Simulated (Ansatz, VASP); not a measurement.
## MgO: VASP beside Ansatz

```
CELL_PARAMETERS angstrom
0.00000 2.10709 2.10709
2.10709 0.00000 2.10709
2.10709 2.10709 0.00000
ATOMIC_POSITIONS crystal
Mg 0.00000 0.00000 0.00000
O 0.50000 0.50000 0.50000
```

Alike in both runs: functional PBEsol; k mesh 10 × 10 × 10; occupations gaussian, width 0.02 eV; no spin polarisation.

Ansatz relaxed the structure, and its values are those at the end. VASP's run is a single point on that final structure, the one shown.

|  | VASP | Ansatz |
| --- | --- | --- |
| version | VASP 6.6.1 | Ansatz 0.2.0 |
| potentials or method | VASP PAW PBE potentials, release 64 (Mg, O) | scalar-relativistic, plane waves, PAW |
| plane-wave cutoff (eV) | 520 | 420 |
| valence electrons in the cell | 8 | 16 |

|  | VASP | Ansatz | Ansatz less VASP |
| --- | --- | --- | --- |
| gap on the k mesh at the Fermi level (eV) | 4.62 | 4.62 | 0.000 |
| least direct gap on the mesh (eV) | 4.62 | 4.62 | 0.000 |
| pressure (GPa) | -0.5 | 0.0 | +0.51 |

The two sets of potentials don't hold the same shells in valence.

Caveats: the PAW data sets were made with another functional, which shifts forces and pressure a little (VASP).
